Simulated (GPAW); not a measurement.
The system is Au.

```xyz
2
Lattice="1.4113 -2.5559 0.0000 1.4113 2.5559 0.0000 0.0000 0.0000 4.8932" Properties=species:S:1:pos:R:3 pbc="T T T"
Au    1.4113    0.8451    1.2233
Au    1.4113   -0.8451    3.6699
```

This isn't the form of Au at room conditions, which is fcc.

```yaml
Program: GPAW 26.7.0
Task: relaxation of cell and atoms
Functional: PBEsol
Dispersion: D3(BJ)
Potentials_or_basis: PAW data sets generated in the run's folder for this functional
Cutoff: 600 eV
Basis: pw
k_mesh: 8 × 8 × 4
Occupations: fermi-dirac, width 0.05 eV
Spin: no spin polarisation
```

At the start: pressure -8.0 GPa; volume 17.65 Å³/atom.

Question: Where does the relaxation end?

Answer: Over 15 steps the energy falls by 29.9 meV/atom and the volume is 16.79 Å³/atom (-4.9 %); space group Cmcm (No. 63, to 0.05 Å).

The path:
```
step  energy change (eV)  largest force (eV/Å)  pressure (GPa)  volume (Å³)
   1              0.0000                0.0017           -8.01        35.30
   2             -0.0280                0.0028           -5.15        34.64
   3             -0.0465                0.0219            0.77        33.50
   4             -0.0478                0.0219            0.30        33.57
   5             -0.0534                0.0403           -1.05        33.78
   6             -0.0554                0.0623           -0.87        33.74
   7             -0.0562                0.0742           -0.19        33.61
   8             -0.0566                0.0750            0.17        33.54
   9             -0.0573                0.0701            0.65        33.46
  10             -0.0583                0.0503            1.03        33.39
  11             -0.0592                0.0226            0.85        33.42
  12             -0.0597                0.0055            0.24        33.53
  13             -0.0597                0.0043           -0.03        33.57
  14             -0.0598                0.0041           -0.08        33.58
  15             -0.0598                0.0023           -0.09        33.58
```

Final structure:
```
CELL_PARAMETERS angstrom
1.38524 -2.58334 0.00000
1.38524 2.58334 0.00000
0.00000 0.00000 4.69120
ATOMIC_POSITIONS crystal
Au 0.34258 0.65742 0.25000
Au 0.65742 0.34258 0.75000
```

Caveat: with this Au data set, volumes or pressures lay over 1.5 % or 2 GPa off other programs in two to four cells of ten; later steps reuse the first step's grids; pairwise dispersion overbinds metals, which lowers pressure and volume.
